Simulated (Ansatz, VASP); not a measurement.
**Two plane-wave programs on Se**

```xyz
1
Lattice="0.0000 2.1170 2.1170 2.1170 0.0000 2.1170 2.1170 2.1170 0.0000" Properties=species:S:1:pos:R:3 pbc="T T T"
Se    0.0000    0.0000    0.0000
```

Alike in both runs: task single point; functional LDA; k mesh 13 × 13 × 13; occupations fermi-dirac, width 0.1 eV; non-collinear spin, spin-orbit coupling.

```csv
,VASP,Ansatz
version,VASP 6.6.1,Ansatz 0.2.0
potentials or method,"VASP PAW LDA potentials, release 64 (Se)","plane waves (420 eV) with PAW, fully relativistic with spin-orbit coupling"
plane-wave cutoff (eV),520,420
valence electrons in the cell,6,16
```

|  | VASP | Ansatz | Ansatz less VASP |
| --- | --- | --- | --- |
| net moment per atom (μB) | 0.00 | 0.00 | 0.000 |

The two sets of potentials don't hold the same shells in valence. Ansatz warned: «pseudo_functional_mismatch».
